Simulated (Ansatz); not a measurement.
CaSe: levels along high-symmetry lines

```
Ca Se
1.0
     0.00000    2.97024    2.97024
     2.97024    0.00000    2.97024
     2.97024    2.97024    0.00000
Ca Se
1 1
Direct
  0.00000 0.00000 0.00000
  0.50000 0.50000 0.50000
```

Atom numbers follow the list: Ca1, Se2.

The cell is the one relaxed in the Materials Project (mp-1415), not relaxed further here; entries there can be hypothetical.

The calculation used DFT, LDA, all-electron LAPW, scalar-relativistic in Ansatz 0.2.0.

The runs use a Γ-centred 9×9×9 k mesh, Fermi–Dirac smearing of 0.03 eV, basis error target 0.25 meV/atom, no spin polarisation.

Points in fractions of the reciprocal vectors of this cell: Γ (0, 0, 0), X (0.5, 0, 0.5), U (0.625, 0.25, 0.625), K (0.375, 0.375, 0.75), L (0.5, 0.5, 0.5), W (0.5, 0.25, 0.75). The path joins them by straight lines in the order Γ–X–U–K–Γ–L–W–X; legs that retrace an earlier one aren't tabulated. Energies are in eV from the top of the valence band.

Question: Is there a gap, and where are the band edges?

Answer: 1.91 eV, indirect from Γ to X (0.5, 0, 0.5).

Question: List the levels between -14 and 3.5 eV at the symmetry points.

Answer: 
Γ: -11.83, 0.00 (×3), 3.02
X: -11.27, -2.51, -0.93 (×2), 1.91
U: -11.19, -2.25, -2.05, -1.11, 3.14
K: -11.19, -2.25, -2.05, -1.11, 3.14
L: -11.15, -3.29, -1.19 (×2)
W: -11.18, -1.98 (×2), -1.68

Kohn–Sham gaps of semilocal functionals usually fall short of measured ones.
